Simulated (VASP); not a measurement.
SiO2: relaxation of cell and atoms with r2SCAN

SiO2:

```
CELL_PARAMETERS angstrom
4.17730 0.00000 0.00000
0.00000 4.17730 0.00000
0.00000 0.00000 2.66550
ATOMIC_POSITIONS crystal
O 0.30610 0.30610 0.00000
O 0.69390 0.69390 0.00000
O 0.19390 0.80610 0.50000
O 0.80610 0.19390 0.50000
Si 0.00000 0.00000 0.00000
Si 0.50000 0.50000 0.50000
```

The cell comes from a database or a generator and needn't be the stable form of this composition.

- Program: VASP 6.6.1
- Task: relaxation of cell and atoms
- Functional: r2SCAN
- Potentials or basis: VASP PAW PBE potentials, release 64 (O, Si)
- Cutoff: 600 eV
- k mesh: 7 × 7 × 10
- Occupations: fermi-dirac, width 0.05 eV
- Spin: no spin polarisation
- P gpa: 0
- Further INCAR settings: ALGO = Normal; EDIFF = 1e-06; IBRION = 2; EDIFFG = -0.01; NSW = 40; ISIF = 3

The relaxed volume is 7.79 Å³/atom and the relaxed cell is a = 4.182 Å, b = 4.182 Å, c = 2.671 Å, α = 90.00°, β = 90.00°, γ = 90.00°. The space group after relaxing (to 0.05 Å) is P4_2/mnm (No. 136) and the energy gained by relaxing is 0.2 meV/atom. The ionic steps are 3 and the pressure after relaxing is 0.0 GPa. The largest force after relaxing is 0.004 eV/Å. The band gap on the k mesh is 6.51 eV, direct.

Forces in eV/Å, atoms in the order of the input:
```
O    0.003  0.003  0.000
O   -0.003 -0.003  0.000
O   -0.003  0.003  0.000
O    0.003 -0.003  0.000
Si   0.000  0.000  0.000
Si   0.000  0.000  0.000
```

Stress tensor (GPa, compression positive):
```
-0.14  0.00  0.00
 0.00 -0.14  0.00
 0.00  0.00  0.19
```

Step by step:
| step | energy change (eV) | largest force (eV/Å) | pressure (GPa) | volume (Å³) |
| --- | --- | --- | --- | --- |
| 1 | 0.0000 | 0.0603 | 1.66 | 46.51 |
| 2 | 0.0019 | 0.1013 | -2.61 | 47.06 |
| 3 | -0.0013 | 0.0043 | -0.03 | 46.72 |

Final structure:
```yaml
crystal:
  lattice:
    - [4.18242, 0.00000, 0.00000]
    - [0.00000, 4.18242, 0.00000]
    - [0.00000, 0.00000, 2.67104]
  atoms:
    - { symbol: O, position: [0.30591, 0.30591, 0.00000] }
    - { symbol: O, position: [0.69409, 0.69409, 0.00000] }
    - { symbol: O, position: [0.19409, 0.80591, 0.50000] }
    - { symbol: O, position: [0.80591, 0.19409, 0.50000] }
    - { symbol: Si, position: [0.00000, 0.00000, 0.00000] }
    - { symbol: Si, position: [0.50000, 0.50000, 0.50000] }
```

Levels at points of the mesh, in eV from the valence-band top:
| k point | band 14 | band 15 | band 16 | band 17 | band 18 | band 19 |
| --- | --- | --- | --- | --- | --- | --- |
| (0.00, 0.00, 0.00) | -0.88 | -0.88 | 0.00 | 6.51 | 7.62 | 9.45 |
| (0.00, 0.00, 0.50) | -3.11 | -2.71 | -2.71 | 10.14 | 10.14 | 13.74 |

Run time: 2.5 min on 2 MPI ranks on Intel(R) Xeon(R) 6975P-C (Granite Rapids), with other jobs on the host, peak memory 0.2 GiB a rank.

Caveat: the PAW data sets were made with another functional, which shifts forces and pressure a little; an odd mesh through Γ misses points on the zone boundary, where band edges often lie. r2SCAN opens gaps a little over a GGA but as a rule still falls short of measured ones.
